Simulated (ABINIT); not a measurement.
KTaO3:

```xyz
5
Lattice="3.9883 0.0000 0.0000 0.0000 3.9883 0.0000 0.0000 0.0000 3.9883" Properties=species:S:1:pos:R:3 pbc="T T T"
Ta    0.0000    0.0000    0.0000
K     1.9942    1.9942    1.9942
O     0.0000    0.0000    1.9942
O     0.0000    1.9942    0.0000
O     1.9942    0.0000    0.0000
```

Base run:

| Item | Value |
| --- | --- |
| Program | ABINIT 10.8.3 (patched build) |
| Functional | PBE |
| Potentials or basis | JTH PAW PBE v2.0 |
| Cutoff | 626 eV |
| k mesh | 7 × 7 × 7 |
| Occupations | fermi-dirac, width 0.05 eV |
| Spin | no spin polarisation |

Its results: band gap on the k mesh 2.24 eV, indirect (least direct gap 2.80 eV); pressure 5.5 GPa.

After a change of settings the same cell gave: band gap on the k mesh 2.29 eV, indirect (least direct gap 2.85 eV); pressure 9.7 GPa. Which change was it?
A. functional from PBE to PBEsol
B. functional from PBE to BLYP
C. k mesh from 7 × 7 × 7 to 3 × 3 × 3
D. k mesh from 7 × 7 × 7 to 4 × 4 × 4

B.

BLYP binds less tightly than PBE, so the same cell stands under more pressure.

Caveats: spin-orbit coupling is left out, which moves the levels of the heavy elements; the atomic spheres overlap; the PAW data sets were made with another functional, which shifts forces and pressure a little (some runs).
